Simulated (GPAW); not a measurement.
The system is CdS (Greenockite).

```xyz
4
Lattice="4.1500 0.0000 0.0000 -2.0750 3.5940 0.0000 0.0000 0.0000 6.7370" Properties=species:S:1:pos:R:3 pbc="T T T"
Cd    2.0750    1.1980    3.3685
Cd    0.0000    2.3960    0.0000
S     2.0750    1.1980    5.8949
S     0.0000    2.3960    2.5264
```

| Item | Value |
| --- | --- |
| Program | GPAW 26.7.0 |
| Task | relaxation of cell and atoms |
| Functional | LDA |
| Potentials or basis | the program's PAW data sets (release 1.2.1) made for this functional |
| Cutoff | 600 eV |
| Basis | pw |
| k mesh | 5 × 5 × 3 |
| Occupations | fermi-dirac, width 0.05 eV |
| Spin | no spin polarisation |

At the start: pressure -3.3 GPa; volume 25.12 Å³/atom.

Q: How do energy, volume and symmetry change on relaxing?

A: Over 4 steps the energy falls by 14.4 meV/atom and the volume is 23.80 Å³/atom (-5.3 %); space group P6_3mc (No. 186, to 0.05 Å).

Step by step:
```csv
step,energy change (eV),largest force (eV/Å),pressure (GPa),volume (Å³)
1,0.0000,0.0574,-3.31,100.48
2,-0.0111,0.0488,-3.02,99.93
3,-0.0572,0.0445,0.24,94.79
4,-0.0577,0.0293,-0.05,95.19
```

Final structure:
```xyz
4
Lattice="4.0722 0.0000 0.0000 -2.0361 3.5266 0.0000 0.0000 0.0000 6.6280" Properties=species:S:1:pos:R:3 pbc="T T T"
Cd    2.0361    1.1755    3.3071
Cd    0.0000    2.3511   -0.0069
S     2.0361    1.1755    5.8064
S     0.0000    2.3511    2.4924
```

Caveat: later steps reuse the first step's grids.
